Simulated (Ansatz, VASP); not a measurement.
# Cross-check of ZnO (zincite) between VASP and Ansatz, part 2 of 3

Wanted: the spread between two codes on one cell, functional and k mesh.

VASP 6.6.1 and Ansatz 0.2.0.

So far. Step 2 (VASP: band structure, LDA): The PAW data sets were made with PBE, though LDA sets exist; this is a small mismatch. At this level the cell is under a tension of 6.0 GPa, so at these settings it is away from equilibrium.

### Step 4. Comparison

Known differences besides the potentials themselves: the two LDA forms differ slightly; the cutoff is 420 eV in Ansatz and 520 eV in VASP; Ansatz makes its cores anew for this functional, VASP keeps those of its PBE data sets; VASP's log shows a relativistic correction to its local exchange, Ansatz's none. Total energies have different zeros and are not compared.

Compared:

```
                                        quantity  Ansatz   VASP  difference
                                  pressure (GPa)   -7.10  -5.97       -1.13
pressure without Ansatz's Pulay correction (GPa)   -7.99  -5.97       -2.02
                   gap over the path points (eV)   0.731  0.730      +0.001
```

Forces (eV/Å; atoms numbered as in POSCAR):

```
atom        Ansatz x, y, z          VASP x, y, z
 Zn1  0.000, 0.000, -0.051  0.000, 0.000, -0.056
 Zn2  0.000, 0.000, -0.051  0.000, 0.000, -0.056
  O3   0.000, 0.000, 0.051   0.000, 0.000, 0.056
  O4   0.000, 0.000, 0.051   0.000, 0.000, 0.056
```

Levels at points of the path, from each program's valence-band top (eV; 4 filled, then empty):

```
k (reciprocal lattice)                                  Ansatz                                    VASP
     0.000 0.000 0.000    -0.82 -0.07 0.00 0.00 0.73 5.08 8.12    -0.82 -0.07 0.00 0.00 0.73 5.07 8.11
     0.133 0.000 0.000  -1.05 -0.88 -0.20 -0.12 1.84 5.77 8.11  -1.06 -0.88 -0.19 -0.12 1.84 5.77 8.10
     0.300 0.000 0.000  -2.08 -1.75 -0.69 -0.52 3.79 7.25 7.92  -2.08 -1.76 -0.69 -0.53 3.79 7.25 7.90
     0.467 0.000 0.000  -2.85 -2.28 -1.28 -0.82 5.55 6.82 7.48  -2.85 -2.29 -1.28 -0.83 5.55 6.80 7.46
     0.467 0.067 0.000  -2.90 -2.37 -1.34 -0.91 5.79 6.84 7.48  -2.90 -2.38 -1.35 -0.91 5.79 6.82 7.46
     0.411 0.178 0.000  -3.28 -2.40 -1.58 -1.25 6.42 7.37 7.51  -3.28 -2.41 -1.58 -1.25 6.42 7.35 7.49
     0.356 0.289 0.000  -3.49 -2.11 -1.83 -1.66 7.25 7.53 7.70  -3.48 -2.11 -1.83 -1.66 7.25 7.50 7.70
     0.289 0.289 0.000  -3.30 -2.36 -1.58 -1.58 6.70 7.52 8.09  -3.29 -2.37 -1.58 -1.58 6.70 7.50 8.09
     0.178 0.178 0.000  -2.46 -1.88 -0.74 -0.70 4.02 7.39 8.22  -2.46 -1.88 -0.74 -0.70 4.02 7.39 8.21
     0.067 0.067 0.000  -1.06 -0.71 -0.16 -0.10 1.65 5.62 8.11  -1.06 -0.71 -0.16 -0.10 1.65 5.61 8.10
```

The forces differ by 2.8 meV/Å r.m.s., which is 8.5 % of the r.m.s. force of 0.03 eV/Å (both taken over all components). Among the levels compared at these points, filled levels agree within 17 meV and empty ones within 29 meV. Ansatz's pressure holds a Pulay correction of 0.89 GPa; VASP's holds none.

### Step 5. Other set-ups

Further runs change the set-up of one program: Ansatz's method, potentials or start, or VASP's data sets, cutoff or form of LDA. The table gives Ansatz less VASP for each quantity, since a change that brings one quantity closer may part another.

```
                                        run  r.m.s. force difference (meV/Å)  pressure (GPa)  gap over the path points (eV)  pressure without Ansatz's Pulay correction (GPa)
                                   as above                              2.8            -1.1                         0.0013                                              -2.0
                       cores kept as stored                              2.6           -0.99                        -0.0097                                              -1.8
    Ansatz's larger PAW set (cutoff 900 eV)                              2.5            -1.1                          0.013                                              -1.2
norm-conserving potentials (cutoff 1143 eV)                              2.6            -1.5                          0.059
```

### Step 6. VASP: band structure, PBE

The same path points are solved in both programs, so levels can be compared one by one.

Contents of INCAR:

```
SYSTEM = ZnO
PREC = Accurate
ENCUT = 520
EDIFF = 1E-06
NELM = 100
ISMEAR = 0
SIGMA = 0.02
LREAL = .FALSE.
ALGO = Normal
GGA = PE
NBANDS = 32
LORBIT = 11
LWAVE = .FALSE.
LCHARG = .FALSE.
KPAR = 8
```

Contents of POSCAR:

```
ZnO
1.0
    3.2493080000      0.0000000000      0.0000000000
   -1.6246540000      2.8139832727      0.0000000000
    0.0000000000      0.0000000000      5.2057090000
Zn O
2 2
Direct
    0.3333333333      0.6666666667      0.5000000000
    0.6666666667      0.3333333333      0.0000000000
    0.6666666667      0.3333333333      0.3790100000
    0.3333333333      0.6666666667      0.8790100000
```

Contents of KPOINTS:

```
Automatic mesh
0
Gamma
5 5 3
0 0 0
```

Contents of KPOINTS_OPT:

```
Line mode
16
Line-mode
Reciprocal
  0.00000000   0.00000000   0.00000000 GAMMA
  0.50000000   0.00000000   0.00000000 M

  0.50000000   0.00000000   0.00000000 M
  0.33333333   0.33333333   0.00000000 K

  0.33333333   0.33333333   0.00000000 K
  0.00000000   0.00000000   0.00000000 GAMMA

  0.00000000   0.00000000   0.00000000 GAMMA
  0.00000000   0.00000000   0.50000000 A

  0.00000000   0.00000000   0.50000000 A
  0.50000000   0.00000000   0.50000000 L

  0.50000000   0.00000000   0.50000000 L
  0.33333333   0.33333333   0.50000000 H

  0.33333333   0.33333333   0.50000000 H
  0.00000000   0.00000000   0.50000000 A

  0.50000000   0.00000000   0.50000000 L
  0.50000000   0.00000000   0.00000000 M

  0.33333333   0.33333333   0.00000000 K
  0.33333333   0.33333333   0.50000000 H
```

PAW data sets: Zn and O (PBE family, release 64).

The run is started by

```sh
> mpirun -np 8 vasp_std
```

Numbers of over 12 decimals in the logs are rounded to 6 here.

What it wrote:

```text
[banner, memory and clock lines left out]
running    8 mpi-ranks, on    1 nodes
[...]
[... a notice as in an earlier step ...]

 LDA part: xc-table for (Slater+PW92), standard interpolation
 POSCAR, INCAR and KPOINTS ok, starting setup
[...]
entering main loop
       N       E                     dE             d eps       ncg     rms          rms(c)
DAV:   1     0.312623093938E+03    0.31262E+03   -0.17401E+04   664   0.165E+03
DAV:   2     0.137797299085E+02   -0.29884E+03   -0.27191E+03   640   0.385E+02
DAV:   3    -0.204070699883E+02   -0.34187E+02   -0.33640E+02   776   0.121E+02
DAV:   4    -0.210605680711E+02   -0.65350E+00   -0.65292E+00   696   0.177E+01
[...]
DAV:  13    -0.178102065139E+02   -0.41017E-05   -0.28278E-05   752   0.948E-02    0.127E-02
DAV:  14    -0.178102050430E+02    0.14709E-05   -0.10158E-05   752   0.239E-02    0.141E-03
DAV:  15    -0.178102048851E+02    0.15795E-06   -0.44731E-07   432   0.467E-03
   1 F= -.17810205E+02 E0= -.17810205E+02  d E =-.298425E-23
 Start KPOINTS_OPT (optional k-point list driver)
k-point batch [1-10\144]
       N       E                     dE             ncg
DAV:   1     0.175456106867E+04   -0.17366E+04      664
DAV:   2    -0.111370561661E+04   -0.28683E+04      640
DAV:   3    -0.144701371503E+04   -0.33331E+03      752
DAV:   4    -0.145362949343E+04   -0.66158E+01      728
DAV:   5    -0.145365205636E+04   -0.22563E-01      752
DAV:   6    -0.145365217484E+04   -0.11848E-03      720
DAV:   7    -0.145365217575E+04   -0.91196E-06      696
[...]
k-point batch [141-144\144]
       N       E                     dE             ncg
DAV:   1     0.971511030812E+04   -0.54587E+04      264
DAV:   2     0.857458682066E+04   -0.11405E+04      264
DAV:   3     0.844586379755E+04   -0.12872E+03      296
DAV:   4     0.844355104516E+04   -0.23128E+01      272
DAV:   5     0.844354345477E+04   -0.75904E-02      320
DAV:   6     0.844354341200E+04   -0.42776E-04      256
DAV:   7     0.844354341166E+04   -0.34184E-06      288
```

OUTCAR, selected parts (step 6):

```text
  Total        1.6185405      1.6185405      2.1247810      0.0000000      0.0000000      0.0000000
  in kB       54.4805979     54.4805978     71.5208192      0.0000000      0.0000000      0.0000000
  external PRESSURE =      60.1606716 kB  Pullay stress =       0.0000000 kB

 POSITION                                       TOTAL-FORCE (eV/Angst)
 -----------------------------------------------------------------------------------
     -0.00000      1.87599      2.60285        -0.000000      0.000000     -0.074915
      1.62465      0.93799      0.00000         0.000000     -0.000000     -0.074915
      1.62465      0.93799      1.97302         0.000000      0.000000      0.074915
     -0.00000      1.87599      4.57587         0.000000      0.000000      0.074915
 -----------------------------------------------------------------------------------
    total drift:                               -0.000000     -0.000000     -0.000192

  FREE ENERGIE OF THE ION-ELECTRON SYSTEM (eV)
  ---------------------------------------------------
  free  energy   TOTEN  =       -17.8102048851 eV

  energy  without entropy=      -17.8102048851  energy(sigma->0) =      -17.81020489

[... 2 parts as in an earlier step ...]

[... 1 further part left out ...]
[key lines of the parts left out:]
E-fermi :   1.3439
```

At this level the cell is under a pressure of 6.0 GPa, so at these settings it is away from equilibrium.

### Step 7. Ansatz: band structure, PBE

The same cell, functional, mesh and smearing now go to Ansatz, which takes its cutoff from its data sets.

Contents of input.yaml:

```yaml
crystal:
  lattice:
    - [3.249308, 0.0, 0.0]
    - [-1.624654, 2.8139832727, 0.0]
    - [0.0, 0.0, 5.205709]
  atoms:
    - { symbol: Zn, position: [0.3333333333, 0.6666666667, 0.5] }
    - { symbol: Zn, position: [0.6666666667, 0.3333333333, 0.0] }
    - { symbol: O, position: [0.6666666667, 0.3333333333, 0.37901] }
    - { symbol: O, position: [0.3333333333, 0.6666666667, 0.87901] }
hamiltonian:
  xc: pbe
  pseudopotentials: { kind: paw }
kpoints:
  mp_grid: { grid: [5, 5, 3] }
  band_path:
    path:
      - [0.0, 0.0, 0.0]
      - [0.13333, 0.0, 0.0]
      - [0.3, 0.0, 0.0]
      - [0.46667, 0.0, 0.0]
      - [0.46667, 0.06667, 0.0]
      - [0.41111, 0.17778, 0.0]
      - [0.35556, 0.28889, 0.0]
      - [0.28889, 0.28889, 0.0]
      - [0.17778, 0.17778, 0.0]
      - [0.06667, 0.06667, 0.0]
      - [0.0, 0.0, 0.03333]
      - [0.0, 0.0, 0.2]
      - [0.0, 0.0, 0.36667]
      - [0.0, 0.0, 0.5]
      - [0.16667, 0.0, 0.5]
      - [0.3, 0.0, 0.5]
      - [0.46667, 0.0, 0.5]
      - [0.46667, 0.06667, 0.5]
      - [0.41111, 0.17778, 0.5]
      - [0.35556, 0.28889, 0.5]
      - [0.28889, 0.28889, 0.5]
      - [0.17778, 0.17778, 0.5]
      - [0.06667, 0.06667, 0.5]
      - [0.5, 0.0, 0.46667]
      - [0.5, 0.0, 0.3]
      - [0.5, 0.0, 0.13333]
      - [0.33333, 0.33333, 0.0]
      - [0.33333, 0.33333, 0.16667]
      - [0.33333, 0.33333, 0.33333]
      - [0.33333, 0.33333, 0.5]
    npoints: 1
scf:
  occupations: { method: gaussian, width: 0.02 }
  n_extra_bands: 8
output:
  forces: true
  stress: true
  eigenvalues: true
```

The run is started by

```sh
> ansatz run input.yaml --threads 2 --pin off --max-ram 4608MiB --backend cpu --events-out ev --progress --plain --runs-dir out
```

What it wrote:

```text
[...]
Crystal: 4 atoms, lattice volume = 47.598 Å³
Basis set: ecut = 420 eV, 941 PW (Γ), exchange–correlation on 48×48×72 points (8 copies of the dense FFT grid, shifted against one another)
Bands: 26, of which v1, the nominal top of the filled ones, is band 18 counted from 1 (17 counted from 0)
Symmetry: 12 space group operations
[...]
k-points: 10 of 75 (time reversal used)
[...]
k-point 0: bands = [... 14 lower, 6.4168, 7.1545, 7.2273, 7.2273, 8.0290, 12.4547, 15.4920, 20.1005, ... 4 higher]
  k-point 1: bands = [... 14 lower, 6.6230, 6.6230, 7.0285, 7.0285, 9.6797, 11.5897, 16.3207, 18.7870, ... 4 higher]
  k-point 2: bands = [... 14 lower, 5.8759, 5.9351, 6.8820, 6.9636, 9.8946, 13.7961, 15.4571, 17.5374, ... 4 higher]
  k-point 9: bands = [... 14 lower, 4.4821, 5.3597, 5.5926, 6.0548, 13.7792, 14.4348, 15.3886, 15.9149, ... 4 higher]
[key lines of the parts left out:]
SCF converged after 6 iterations
Free energy (F): -7773.659009 eV
Fermi energy:    7.628314 eV
P = ⅓ Tr σ = 4.8938 GPa (48.938 kbar)
```

Wall time 1.5 s (2 threads of Arm Neoverse V2, shared host); peak memory 0.29 GiB; 2.8 s of CPU time.

### Step 8. Side by side

What differs besides the data sets and the points named for the pairs above, as far as they apply: VASP leaves aspherical gradient terms in its spheres out (LASPH is not set), Ansatz keeps them. Total energies have different zeros and are not compared.

Both answers:

```
                                        quantity  Ansatz   VASP  difference
                                  pressure (GPa)    4.89   6.02       -1.12
pressure without Ansatz's Pulay correction (GPa)    4.17   6.02       -1.85
                   gap over the path points (eV)   0.802  0.785      +0.016
```

Forces (eV/Å; atoms numbered as in POSCAR):

```
atom        Ansatz x, y, z          VASP x, y, z
 Zn1  0.000, 0.000, -0.070  0.000, 0.000, -0.075
 Zn2  0.000, 0.000, -0.070  0.000, 0.000, -0.075
  O3   0.000, 0.000, 0.070   0.000, 0.000, 0.075
  O4   0.000, 0.000, 0.070   0.000, 0.000, 0.075
```

Levels at points of the path, from each program's valence-band top (eV; 4 filled, then empty):

```
k (reciprocal lattice)                                  Ansatz                                    VASP
     0.000 0.000 0.000    -0.81 -0.07 0.00 0.00 0.80 5.23 8.27    -0.81 -0.07 0.00 0.00 0.79 5.20 8.26
     0.133 0.000 0.000  -1.04 -0.86 -0.19 -0.12 1.90 5.92 8.25  -1.04 -0.86 -0.19 -0.12 1.89 5.90 8.25
     0.300 0.000 0.000  -2.05 -1.73 -0.68 -0.52 3.87 7.40 8.09  -2.05 -1.74 -0.68 -0.52 3.86 7.38 8.07
     0.467 0.000 0.000  -2.81 -2.26 -1.25 -0.81 5.67 6.98 7.64  -2.81 -2.26 -1.25 -0.82 5.65 6.96 7.62
     0.467 0.067 0.000  -2.85 -2.34 -1.32 -0.90 5.91 7.00 7.64  -2.85 -2.35 -1.32 -0.90 5.89 6.98 7.62
     0.411 0.178 0.000  -3.23 -2.37 -1.55 -1.23 6.54 7.51 7.68  -3.23 -2.37 -1.56 -1.23 6.53 7.50 7.66
     0.356 0.289 0.000  -3.44 -2.07 -1.80 -1.63 7.38 7.71 7.84  -3.44 -2.08 -1.80 -1.63 7.36 7.68 7.83
     0.289 0.289 0.000  -3.25 -2.33 -1.55 -1.55 6.82 7.70 8.24  -3.25 -2.33 -1.55 -1.55 6.81 7.68 8.22
     0.178 0.178 0.000  -2.43 -1.85 -0.73 -0.69 4.10 7.54 8.39  -2.43 -1.86 -0.73 -0.69 4.09 7.53 8.37
     0.067 0.067 0.000  -1.04 -0.69 -0.16 -0.10 1.71 5.76 8.26  -1.05 -0.70 -0.16 -0.10 1.70 5.74 8.25
```

The forces differ by 3.1 meV/Å r.m.s., which is 7.1 % of the r.m.s. force of 0.04 eV/Å (both taken over all components). Among the levels compared at these points, filled levels agree within 8 meV and empty ones within 26 meV. Ansatz's pressure holds a Pulay correction of 0.73 GPa; VASP's holds none.

### Step 9. What the set-up changes

Further runs change the set-up of one program: Ansatz's method, potentials or start, or VASP's data sets, cutoff or form of LDA. The table gives Ansatz less VASP for each quantity, since a change that brings one quantity closer may part another.

```
                                        run  r.m.s. force difference (meV/Å)  pressure (GPa)  gap over the path points (eV)
                                   as above                              3.1            -1.1                          0.016
    Ansatz's larger PAW set (cutoff 900 eV)                              3.1            -1.2                          0.032
norm-conserving potentials (cutoff 1240 eV)                              2.5            -1.3                          0.067
```

### Step 10. VASP: band structure, BLYP

The same path points are solved in both programs, so levels can be compared one by one.

Changes to INCAR since step 6:

```diff
@@ -9,3 +9,7 @@
 ALGO = Normal
-GGA = PE
+GGA = B5
+ALDAX = 1
+AGGAX = 1
+AGGAC = 1
+ALDAC = 0
 NBANDS = 32
```

POSCAR is that of step 6.

KPOINTS is that of step 6.

KPOINTS_OPT is that of step 6.

The run is started by

```sh
> mpirun -np 8 vasp_std
```

What it wrote:

```text
[banner, memory and clock lines left out]
running    8 mpi-ranks, on    1 nodes
[...]
[... a notice as in an earlier step ...]

 [... a notice as in an earlier step ...]

 LDA part: xc-table for (Slater(with rela. corr.)+VWN5), standard interpolation
 POSCAR, INCAR and KPOINTS ok, starting setup
[...]
entering main loop
       N       E                     dE             d eps       ncg     rms          rms(c)
DAV:   1     0.316250770981E+03    0.31625E+03   -0.17456E+04   672   0.165E+03
DAV:   2     0.153260779931E+02   -0.30092E+03   -0.27388E+03   640   0.386E+02
DAV:   3    -0.195815800305E+02   -0.34908E+02   -0.34378E+02   768   0.123E+02
DAV:   4    -0.202619867955E+02   -0.68041E+00   -0.67980E+00   696   0.183E+01
[...]
DAV:  12    -0.163663013192E+02   -0.21370E-05   -0.12837E-04   736   0.337E-01    0.109E-02
DAV:  13    -0.163663038383E+02   -0.25191E-05   -0.22321E-05   728   0.889E-02    0.920E-03
DAV:  14    -0.163663031157E+02    0.72255E-06   -0.70223E-06   752   0.197E-02
   1 F= -.16366303E+02 E0= -.16366303E+02  d E =-.880957E-18
 Start KPOINTS_OPT (optional k-point list driver)
k-point batch [1-10\144]
       N       E                     dE             ncg
DAV:   1     0.187610131497E+04   -0.16150E+04      672
DAV:   2    -0.100307468541E+04   -0.28792E+04      640
DAV:   3    -0.134193929867E+04   -0.33886E+03      752
DAV:   4    -0.134873732139E+04   -0.67980E+01      720
DAV:   5    -0.134876056673E+04   -0.23245E-01      776
DAV:   6    -0.134876068704E+04   -0.12031E-03      688
DAV:   7    -0.134876068795E+04   -0.91683E-06      712
[...]
k-point batch [141-144\144]
       N       E                     dE             ncg
DAV:   1     0.976791976302E+04   -0.54059E+04      264
DAV:   2     0.861965124533E+04   -0.11483E+04      264
DAV:   3     0.848827837299E+04   -0.13137E+03      296
DAV:   4     0.848586568818E+04   -0.24127E+01      272
DAV:   5     0.848585778436E+04   -0.79038E-02      312
DAV:   6     0.848585774083E+04   -0.43530E-04      264
DAV:   7     0.848585774049E+04   -0.34253E-06      280
```

From OUTCAR (step 10):

```text
  Total        2.9072318      2.9072318      3.4982350      0.0000000      0.0000000      0.0000000
  in kB       97.8583668     97.8583668    117.7517261      0.0000000      0.0000000      0.0000000
  external PRESSURE =     104.4894866 kB  Pullay stress =       0.0000000 kB

 POSITION                                       TOTAL-FORCE (eV/Angst)
 -----------------------------------------------------------------------------------
     -0.00000      1.87599      2.60285        -0.000000      0.000000     -0.073422
      1.62465      0.93799      0.00000         0.000000     -0.000000     -0.073422
      1.62465      0.93799      1.97302        -0.000000     -0.000000      0.073422
     -0.00000      1.87599      4.57587         0.000000      0.000000      0.073422
 -----------------------------------------------------------------------------------
    total drift:                               -0.000000     -0.000000      0.000151

  FREE ENERGIE OF THE ION-ELECTRON SYSTEM (eV)
  ---------------------------------------------------
  free  energy   TOTEN  =       -16.3663031157 eV

  energy  without entropy=      -16.3663031157  energy(sigma->0) =      -16.36630312

[... 2 parts as in an earlier step ...]

[... 1 further part left out ...]
[key lines of the parts left out:]
E-fermi :   1.6209
```

At this level the cell is under a pressure of 10.4 GPa, so at these settings it is away from equilibrium.

[end of part 2 of 3]

[Lines on the potential files, build, host, timing and source positions are cut from VASP's logs without a mark.]

[Logs are printed without paths, hosts, clocks, repeated set-up lines and the standing remarks that a program may print on its own settings, such as how far it seeks lower states.]

[Hosts, paths, dates, database ids (printed as entryN), source tags and the programs' standing remarks are cut or masked in the printed files.]

[VASP's PBE data sets in a run with another functional are called a small mismatch above; for pressures it isn't always small: they can move by 1 GPa and more.]
